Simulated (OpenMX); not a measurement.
CuO:

```
Cu O
1.0
     0.00000    2.11656    2.11656
     2.11656    0.00000    2.11656
     2.11656    2.11656    0.00000
Cu O
1 1
Direct
  0.02950 0.02810 0.90803
  0.47050 0.47190 0.59197
```

The cell comes from a database or a generator and needn't be the stable form of this composition.

The cell isn't the ideal one: atom 2 moved 0.45 Å.

Base run:

| Property | Result |
| --- | --- |
| Program | OpenMX 3.8.5 |
| Functional | PBE |
| Potentials or basis | OpenMX 2013 PBE set, Cu6.0H-s2p2d1, O6.0-s2p2, grid cutoff 700 Ry |
| k mesh | 9 × 9 × 9 |
| Occupations | fermi-dirac, width 0.05 eV |
| Spin | no spin polarisation |

Its results: band gap on the k mesh none (metal or under the smearing width); pressure 22.0 GPa; largest force 1.858 eV/Å.

**Question.** The run is repeated on the same cell with these changes: potentials or basis from OpenMX 2013 PBE set, Cu6.0H-s2p2d1, O6.0-s2p2, grid cutoff 700 Ry to OpenMX 2013 PBE set, Cu6.0H-s3p2d2, O6.0-s2p2d1, grid cutoff 500 Ry. What comes out?

**Answer.** Band gap on the k mesh none (metal or under the smearing width); pressure 22.9 GPa; largest force 1.413 eV/Å.

Caveats: the basis of atomic orbitals isn't converged, which shifts pressures, moduli and gaps; an odd number of electrons without spin polarisation forces a metal; a magnetic or distorted state may lie lower; the run has no spin polarisation, though such a crystal can be magnetic; semilocal functionals often make such compounds metallic where correlation or magnetic order opens a gap, which also shifts bond lengths; the transition metal has a single d function, too few for pressures, volumes and moments (some runs); so large a pressure means that the cell lies far from this level's equilibrium, or that cutoff or potentials fall short (some runs).
